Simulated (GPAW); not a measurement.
TiSe:

```
CELL_PARAMETERS angstrom
4.17836 0.00000 0.00000
0.00000 4.17836 0.00000
0.00000 0.00000 5.98442
ATOMIC_POSITIONS crystal
Se 0.00000 0.50000 0.76056
Se 0.50000 0.00000 0.23944
Ti 0.00000 0.00000 0.00000
Ti 0.50000 0.50000 0.00000
```

The cell comes from a database or a generator and needn't be the stable form of this composition.

```yaml
Program: GPAW 26.7.0
Task: relaxation of cell and atoms
Functional: PBEsol
Potentials_or_basis: PAW data sets generated in the run's folder for this functional
Cutoff: 600 eV
Basis: pw
k_mesh: 5 × 5 × 4
Occupations: fermi-dirac, width 0.05 eV
Spin: no spin polarisation
```

At the start: pressure -3.0 GPa; volume 26.12 Å³/atom.

Question: Where does the relaxation end?

Answer: Over 14 steps the energy falls by 15.4 meV/atom and the volume is 22.52 Å³/atom (-13.8 %); space group P4/nmm (No. 129, to 0.05 Å).

Step by step:
```csv
step,energy change (eV),largest force (eV/Å),pressure (GPa),volume (Å³)
1,0.0000,0.3060,-2.97,104.48
2,-0.0110,0.2106,-2.48,103.94
3,-0.0287,0.1899,-0.34,101.66
4,-0.0296,0.1763,-0.38,101.59
5,-0.0400,0.0496,-0.51,98.28
6,-0.0398,0.0238,-0.22,97.59
7,-0.0398,0.0148,0.06,97.01
8,-0.0402,0.0533,0.35,96.29
9,-0.0418,0.1247,0.91,94.54
10,-0.0452,0.1960,1.52,91.98
11,-0.0510,0.2123,1.65,90.01
12,-0.0591,0.1298,0.82,89.74
13,-0.0616,0.0296,0.12,90.09
14,-0.0615,0.0027,0.01,90.08
```

Final structure:
```yaml
crystal:
  lattice:
    - [4.11437, 0.00000, 0.00000]
    - [0.00000, 4.11437, 0.00000]
    - [0.00000, 0.00000, 5.32145]
  atoms:
    - { symbol: Se, position: [0.00000, 0.50000, 0.73142] }
    - { symbol: Se, position: [0.50000, 0.00000, 0.26858] }
    - { symbol: Ti, position: [0.00000, 0.00000, 0.00000] }
    - { symbol: Ti, position: [0.50000, 0.50000, 0.00000] }
```

Caveat: later steps reuse the first step's grids; this functional lacks dispersion, which binds the layers, so the pressure and a relaxed spacing across them are unreliable.
